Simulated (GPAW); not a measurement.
Crystal: Ni.

```
Ni
1.0
     0.00000    1.73757    1.73757
     1.73757    0.00000    1.73757
     1.73757    1.73757    0.00000
Ni
1
Direct
  0.00000 0.00000 0.00000
```

Base run:

```yaml
Program: GPAW 26.7.0
Functional: PBEsol
Potentials_or_basis: PAW data sets generated in the run's folder for this functional
Cutoff: 600 eV
Basis: pw
k_mesh: 13 × 13 × 13
Occupations: fermi-dirac, width 0.05 eV
Spin: collinear spin, ferromagnetic start
Starting_moments: "[1.0] μB"
```

Its results: pressure 0.6 GPa; net moment 0.63 μB per cell; site moments Ni +0.66 μB.

Task: The run is repeated on the same cell with these changes: hubbard terms from none to Ni d U = 3 eV. What comes out?

Result: Pressure -0.8 GPa; net moment 0.79 μB per cell; site moments Ni +0.85 μB.

Caveats: the stock nickel data set gives pressures a few GPa off other programs; the U is typed as a test and isn't derived for this compound (some runs).
